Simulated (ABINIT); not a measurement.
The system is SnSe.

```
Sn Se
1.0
     0.00000    3.01000    3.01000
     3.01000    0.00000    3.01000
     3.01000    3.01000    0.00000
Sn Se
1 1
Direct
  0.00000 0.00000 0.00000
  0.50000 0.50000 0.50000
```

Measurements of this composition are mostly on another form, of space group No. 62.

Base run:

```yaml
Program: ABINIT 10.8.3 (patched build)
Functional: LDA-PZ
Potentials_or_basis: JTH PAW LDA v2.0
Cutoff: 408 eV
k_mesh: 8 × 8 × 8
Occupations: fermi-dirac, width 0.05 eV
Spin: no spin polarisation
```

Its results: band gap on the k mesh 0.62 eV, direct.

Task: After a change of settings the same cell gave: band gap on the k mesh 0.67 eV, direct. Which change was it?
A. functional from LDA-PZ to TB-mBJ; cutoff from 408 eV to 707 eV; fine-grid cutoff from 816.342 eV to 1306.15 eV
B. spin from no spin polarisation to spin-orbit coupling, no magnetisation
C. functional from LDA-PZ to r2SCAN; cutoff from 408 eV to 490 eV; fine-grid cutoff from 816.342 eV to 979.61 eV

Result: B.

Caveats: spin-orbit coupling is left out, which moves the levels of the heavy elements (some runs).

Not every run made on this cell is shown here.
